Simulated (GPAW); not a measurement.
# MgS (Niningerite) (Fm-3m) in GPAW: a series of runs

One crystal, MgS (Niningerite), is run at these levels: PBE, r2SCAN; tasks: single point.

Everything below comes from runs of GPAW 26.7.0. Logs are shortened: lines on timing, memory, paths and dates and some standing lists are left out, and cuts for length are marked. The log counts tension as positive stress, the text compression.

### 1 The crystal as given

Symmetry: Fm-3m, No. 225, cubic system. Conventional cell: a = 5.203 Å, b = 5.203 Å, c = 5.203 Å, α = 90.00°, β = 90.00°, γ = 90.00°. Around S (site symmetry m-3m) lie 6 Mg at 2.60 Å. Mg (site symmetry m-3m) has 6 S at 2.60 Å as nearest neighbours.

### 2 Single point, PBE

run.py

```python
from ase.dft.bandgap import bandgap
from ase.io import write
from ase.spacegroup import crystal
from ase.units import GPa
from gpaw import GPAW, PW

# S 4b
# Mg 4a
atoms = crystal(['S', 'Mg'],
                basis=[[0.5, 0.0, 0.0],
                       [0.0, 0.0, 0.0]],
                spacegroup=225, setting=1,  # Fm-3m
                cellpar=[5.2033, 5.2033, 5.2033, 90.0, 90.0, 90.0],
                primitive_cell=True)

calc = GPAW(mode=PW(550),
            xc='PBE',
            kpts={'size': (7, 7, 7), 'gamma': True},
            occupations={'name': 'fermi-dirac', 'width': 0.05},
            nbands=16,
            maxiter=120,
            txt='gpaw.txt')
atoms.calc = calc
energy = atoms.get_potential_energy()
forces = atoms.get_forces()
stress = atoms.get_stress()
calc.write('gs.gpw')
write('result.traj', atoms)
print(f'Energy: {energy:.6f} eV')
print('Forces (eV/A):')
print(forces.round(4))
print('Stress (GPa):', (stress / GPa).round(3))
print('Fermi level:', round(calc.get_fermi_level(), 4), 'eV')
print(f'Gap: {bandgap(calc)[0]:.4f} eV, direct: {bandgap(calc, direct=True)[0]:.4f} eV')
```

Potentials or basis: GPAW PAW data sets (gpaw-data 1.2.1), pw.

On the command line:

```
OMP_NUM_THREADS=1 python run.py
```

gpaw.txt:

```text
__  _  _
 | _ |_)|_||  |
 |__||  | ||/\| - 26.7.0

Input parameters:
  mode=PW(ecut=550.0),
  kpts=MonkhorstPack(size=(7, 7, 7), gamma=True),
  maxiter=120,
  nbands=16,
  occupations=Occupations(name='fermi-dirac', width=0.05),
  xc=XC(name='PBE')

Diagonalizing LCAO Hamiltonian
Converting LCAO to pw mode

               S

       Mg

Atoms  # Å, Bohr magnetons
|   | symbol |        x |        y |        z |    initial magnetic moments |
|---|--------|----------|----------|----------|-----------------------------|
| 0 |      S | 2.601650 | 2.601650 | 2.601650 | ( 0.0000,  0.0000,  0.0000) |
| 1 |     Mg | 0.000000 | 0.000000 | 0.000000 | ( 0.0000,  0.0000,  0.0000) |

Unit cell  # Å
| periodic |        x |        y |        z |  lengths |    angles |
|----------|----------|----------|----------|----------|-----------|
|      yes | 0.000000 | 2.601650 | 2.601650 | 3.679289 | 60.000000 |
|      yes | 2.601650 | 0.000000 | 2.601650 | 3.679289 | 60.000000 |
|      yes | 2.601650 | 2.601650 | 0.000000 | 3.679289 | 60.000000 |

Number of symmetries: 48
Symmetry operations  # r_c * U_cc + t_c -> r_c
|    | kind |            matrix            |
|----|------|------------------------------|
|  0 |  σ   |  1, 0, 0,  1, 0,-1,  1,-1, 0 |
|  1 |  C2  |  1, 0, 0,  1,-1, 0,  1, 0,-1 |
|  2 |  E   |  1, 0, 0,  0, 1, 0,  0, 0, 1 |
|  3 |  σ   |  1, 0, 0,  0, 0, 1,  0, 1, 0 |
|  4 |  C4  |  1, 0,-1,  1, 0, 0,  1,-1, 0 |
|  5 |  S6  |  1, 0,-1,  1,-1, 0,  1, 0, 0 |
|  6 |  σ   |  1, 0,-1,  0, 1,-1,  0, 0,-1 |
|  7 |  C3  |  1, 0,-1,  0, 0,-1,  0, 1,-1 |
|  8 |  S6  |  1,-1, 0,  1, 0, 0,  1, 0,-1 |
|  9 |  C4  |  1,-1, 0,  1, 0,-1,  1, 0, 0 |
| 10 |  C3  |  1,-1, 0,  0,-1, 1,  0,-1, 0 |
| 11 |  σ   |  1,-1, 0,  0,-1, 0,  0,-1, 1 |
| 12 |  σ   |  0, 1, 0,  1, 0, 0,  0, 0, 1 |
| 13 |  C4  |  0, 1, 0,  0, 1,-1, -1, 1, 0 |
| 14 |  C3  |  0, 1, 0,  0, 0, 1,  1, 0, 0 |
| 15 |  S6  |  0, 1, 0, -1, 1, 0,  0, 1,-1 |
| 16 |  C2  |  0, 1,-1,  1, 0,-1,  0, 0,-1 |
| 17 |  σ   |  0, 1,-1,  0, 1, 0, -1, 1, 0 |
| 18 |  S4  |  0, 1,-1,  0, 0,-1,  1, 0,-1 |
| 19 |  C4  |  0, 1,-1, -1, 1, 0,  0, 1, 0 |
| 20 |  C3  |  0, 0, 1,  1, 0, 0,  0, 1, 0 |
| 21 |  σ   |  0, 0, 1,  0, 1, 0,  1, 0, 0 |
| 22 |  S6  |  0, 0, 1,  0,-1, 1, -1, 0, 1 |
| 23 |  C4  |  0, 0, 1, -1, 0, 1,  0,-1, 1 |
| 24 |  S4  |  0, 0,-1,  1, 0,-1,  0, 1,-1 |
| 25 |  C3  |  0, 0,-1,  0, 1,-1,  1, 0,-1 |
| 26 |  C2  |  0, 0,-1,  0,-1, 0, -1, 0, 0 |
| 27 |  S6  |  0, 0,-1, -1, 0, 0,  0,-1, 0 |
| 28 |  S4  |  0,-1, 1,  1,-1, 0,  0,-1, 0 |
| 29 |  C4  |  0,-1, 1,  0, 0, 1, -1, 0, 1 |
| 30 |  C2  |  0,-1, 1,  0,-1, 0,  1,-1, 0 |
| 31 |  σ   |  0,-1, 1, -1, 0, 1,  0, 0, 1 |
| 32 |  C3  |  0,-1, 0,  1,-1, 0,  0,-1, 1 |
| 33 |  S6  |  0,-1, 0,  0, 0,-1, -1, 0, 0 |
| 34 |  S4  |  0,-1, 0,  0,-1, 1,  1,-1, 0 |
| 35 |  C2  |  0,-1, 0, -1, 0, 0,  0, 0,-1 |
| 36 |  C2  | -1, 1, 0,  0, 1, 0,  0, 1,-1 |
| 37 |  S6  | -1, 1, 0,  0, 1,-1,  0, 1, 0 |
| 38 |  S4  | -1, 1, 0, -1, 0, 1, -1, 0, 0 |
| 39 |  C3  | -1, 1, 0, -1, 0, 0, -1, 0, 1 |
| 40 |  S6  | -1, 0, 1,  0, 0, 1,  0,-1, 1 |
| 41 |  C2  | -1, 0, 1,  0,-1, 1,  0, 0, 1 |
| 42 |  C3  | -1, 0, 1, -1, 1, 0, -1, 0, 0 |
| 43 |  S4  | -1, 0, 1, -1, 0, 0, -1, 1, 0 |
| 44 |  C2  | -1, 0, 0,  0, 0,-1,  0,-1, 0 |
| 45 |  i   | -1, 0, 0,  0,-1, 0,  0, 0,-1 |
| 46 |  σ   | -1, 0, 0, -1, 1, 0, -1, 0, 1 |
| 47 |  C2  | -1, 0, 0, -1, 0, 1, -1, 1, 0 |

BZ-sampling:
  Number of BZ points: 343
  Number of IBZ points: 20

  Monkhorst-Pack size: [7, 7, 7]
  Monkhorst-Pack shift: [0, 0, 0]

K-points  # in reciprocal-cell coordinates
|     |                                coordinates |     weight |
|-----|--------------------------------------------|------------|
|   0 | (  0.00000000,   0.00000000,   0.00000000) | 0.00291545 |
|   1 | (  0.14285714,   0.14285714,   0.00000000) | 0.01749271 |
|   2 | (  0.14285714,   0.14285714,   0.14285714) | 0.02332362 |
|   3 | (  0.28571429,   0.14285714,   0.14285714) | 0.03498542 |
|   4 | (  0.28571429,   0.28571429,   0.00000000) | 0.01749271 |
|   5 | (  0.28571429,   0.28571429,   0.14285714) | 0.06997085 |
|   6 | (  0.28571429,   0.28571429,   0.28571429) | 0.02332362 |
|   7 | (  0.42857143,  -0.28571429,  -0.28571429) | 0.03498542 |
|   8 | (  0.42857143,   0.28571429,  -0.42857143) | 0.13994169 |
|   9 | (  0.42857143,   0.28571429,  -0.28571429) | 0.06997085 |
| ... |                                            |            |
|  19 | (  0.42857143,   0.42857143,   0.42857143) | 0.02332362 |

Plane wave coefficients: 1045
Cutoff: 550.0 eV

Spin-components: 1 (collinear spins)
Bands:           16
Projectors:      10
Spin-degeneracy: 2
Datatype:        complex128

Parallelization:
  kpt:    1
  domain: 1
  band:   1

Density:
  Valence electrons: 16.0
  Components: 1
  Grid points: [20 20 20]
  Charge: 0.0  # |e|

Potential:
  Grid points: [20 20 20]

species:
  S:
    name:    Sulfur
    Z:       16.0
    valence: 6
    core:    10
    charge:  0.0  # [|e|]
    compensation charges:
      type: gauss
      rc: 0.24  # [Å]
      lmax: 2
    cutoffs:
      filter: 1.77  # [Å]
      core: 1.66  # [Å]
    projectors
    | kind |    occ | energy [eV] | rcut [Å] |
    |------|--------|-------------|----------|
    |   3s |  2.000 |     -17.254 |    0.974 |
    |   3p |  4.000 |      -7.008 |    0.979 |
    |    s |        |       9.957 |    0.974 |
    |    p |        |      20.203 |    0.979 |
    |    d |        |       0.000 |    0.900 |

    Using partial waves for S as LCAO basis

  Mg:
    name:    Magnesium
    Z:       12.0
    valence: 10
    core:    2
    charge:  0.0  # [|e|]
    compensation charges:
      type: gauss
      rc: 0.33  # [Å]
      lmax: 2
    cutoffs:
      filter: 1.86  # [Å]
      core: 0.54  # [Å]
    projectors
    | kind |    occ | energy [eV] | rcut [Å] |
    |------|--------|-------------|----------|
    |   2s |  2.000 |     -79.840 |    1.090 |
    |   3s |  2.000 |      -4.705 |    1.090 |
    |   2p |  6.000 |     -46.613 |    1.085 |
    |   3p |  0.000 |      -1.330 |    1.085 |
    |    d |        |       0.000 |    1.037 |

    Using partial waves for Mg as LCAO basis

Reference energy: -16307.264786  # eV

eigensolver:
  PPCG
  Converge bands: occupied
  niter=2

density mixing:
  MSR1-Mixer
  Pratt-step length: 0.05
  Maximum mixing coefficient: 0.75
  Old densities: 10
  SVD Regularization: 0.005
  Good broyden scale: 1.0
  Trust region scale: 1.0
  Backstep threshold: 4.0
  History deletion threshold: 6.0
  Fourier metric: weight=20.0, sigma=0.015

occupation numbers:
  Fermi-Dirac:
    width: 0.0500  # eV

poisson solver:
  ecut: 4400.0  # eV

xc functional:
  name: PBE with 2 nearest neighbor stencil

convergence criteria:
- Maximum [total energy] change in last 3 cyles: 0.0005 eV / valence electron
- Maximum integral of absolute [dens]ity change: 0.0001 electrons / valence electron
- Maximum integral of absolute [eigenst]ate change: 4e-08 eV^2 / valence electron
maximum number of iterations: 120

SCF iterations
|iter     | |      energy | eigst |  dens |
|---------|-|-------------|-------|-------|
|iter:   1| |   -8.902617 | -0.10 |       |
|iter:   2| |   -8.838736 | -2.18 | -1.15 |
|iter:   3| |   -8.590082 | -1.63 | -1.18 |
|iter:   4| |   -8.596219 | -3.06 | -1.78 |
|iter:   5| |   -8.597943c| -3.73 | -2.17 |
|iter:   6| |   -8.597962c| -5.65 | -3.34 |
|iter:   7| |   -8.597965c| -6.65 | -3.78 |
|iter:   8| |   -8.597965c| -8.62c| -4.77c|

Converged in 8 steps
Energy contributions relative to reference atoms: (reference = -16307.264786)

Energy contributions:
  Kinetic:           7.268194
  Coulomb:          -5.964370
  Zero:              0.038061
  External:          0.000000
  Xc:               -9.939851
  Entropy:          -0.000000
  Spinorbit:         0.000000
  ----------------------------
  Free energy:      -8.597965
  Extrapolated:     -8.597965

dipole moment: (-7.471129, -7.471129, -7.471129)  # |e|*Ang

Fermi level: 5.864
Eigenvalues  # (at kpt = [0.000, 0.000, 0.000])
| band index |      eig [eV] | occ [0-2] |
|------------|---------------|-----------|
|          0 |       -70.204 |     2.000 |
|          1 |       -36.980 |     2.000 |
|          2 |       -36.980 |     2.000 |
|          3 |       -36.980 |     2.000 |
|          4 |        -8.030 |     2.000 |
|          5 |         4.635 |     2.000 |
[... 8 lines left out ...]
|         14 |        17.179 |     0.000 |
|         15 |        17.891 |     0.000 |

Gap: 3.007 eV
Transition (v -> c):
  (s=0, k=0, n=7, [0.00, 0.00, 0.00]) -> (s=0, k=16, n=8, [0.43, 0.43, 0.00])
Direct/indirect transitions are different
Direct gap: 3.723 eV
Transition at: (s=0, k=0, n=7, [0.00, 0.00, 0.00])

Forces  # eV/Ang
|        x |       y |        z |
|----------|---------|----------|
|  0.00000 | 0.00000 | -0.00000 |  # S    0
| -0.00000 | 0.00000 |  0.00000 |  # Mg   1

Stress tensor  # eV/Ang^3
|         x |         y |         z |
|-----------|-----------|-----------|
| -0.005949 | -0.000000 | -0.000000 |
| -0.000000 | -0.005949 | -0.000000 |
| -0.000000 | -0.000000 | -0.005949 |

# Writing to gs.gpw (mode='')
```

It took 2.7 s on 1 thread of AMD EPYC 9R45 (Zen 5), shared host; peak memory 0.14 GiB.

The run converged, but some of its settings lie outside the range that counts as converged, so its numbers aren't taken as properties of the crystal.

Results:

* Free energy: -8.5980 eV
* Pressure: 1.0 GPa
* Band gap on the k mesh: 3.01 eV, indirect (least direct gap 3.72 eV)

Caveat: the cutoff is short for stress and forces, so pressures can be off by a GPa or more; an odd mesh through Γ misses points on the zone boundary, where band edges often lie.

### 3 Single point, r2SCAN

run.py

```python
from ase import Atoms
from ase.dft.bandgap import bandgap
from ase.io import write
from ase.units import GPa
from gpaw import GPAW, PW

atoms = Atoms(['S', 'Mg'],
              cell=[[0.0, 2.60165, 2.60165],
                    [2.60165, 0.0, 2.60165],
                    [2.60165, 2.60165, 0.0]],
              scaled_positions=[[0.5, 0.5, 0.5],
                                [0.0, 0.0, 0.0]],
              pbc=True)

calc = GPAW(mode=PW(650),
            xc='MGGA_X_R2SCAN+MGGA_C_R2SCAN',
            kpts={'size': (7, 7, 7), 'gamma': True},
            occupations={'name': 'fermi-dirac', 'width': 0.05},
            setups={'S': 'v3'},
            nbands=-8,
            convergence={'density': 1e-05, 'energy': 1e-05},
            maxiter=80,
            txt='gpaw.txt')
atoms.calc = calc
energy = atoms.get_potential_energy()
forces = atoms.get_forces()
stress = atoms.get_stress()
calc.write('gs.gpw')
write('result.traj', atoms)
print(f'Energy: {energy:.6f} eV')
print('Forces (eV/A):')
print(forces.round(4))
print('Stress (GPa):', (stress / GPa).round(3))
print('Fermi level:', round(calc.get_fermi_level(), 4), 'eV')
print(f'Gap: {bandgap(calc)[0]:.4f} eV, direct: {bandgap(calc, direct=True)[0]:.4f} eV')
```

Potentials or basis: GPAW PAW data sets (gpaw-data 1.2.1), newer versions, pw.

On the command line:

```
OMP_NUM_THREADS=1 python run.py
```

Run time: 47 s. Hardware: 1 thread of Arm Neoverse V2, shared host; peak memory 0.29 GiB.

It converged, with:

* Free energy: -15.3683 eV
* Pressure: 0.1 GPa
* Band gap on the k mesh: 3.70 eV, indirect (least direct gap 4.65 eV)

Levels at points of the mesh, in eV from the valence-band top:
| k point | band 6 | band 7 | band 8 | band 9 | band 10 | band 11 |
| --- | --- | --- | --- | --- | --- | --- |
| (0.00, 0.00, 0.00) | 0.00 | 0.00 | 0.00 | 4.65 | 8.49 | 8.49 |

Caveat: the cutoff is short for stress and forces, so pressures can be off by a GPa or more; the PAW data sets were made with another functional, which shifts forces and pressure a little; an odd mesh through Γ misses points on the zone boundary, where band edges often lie.
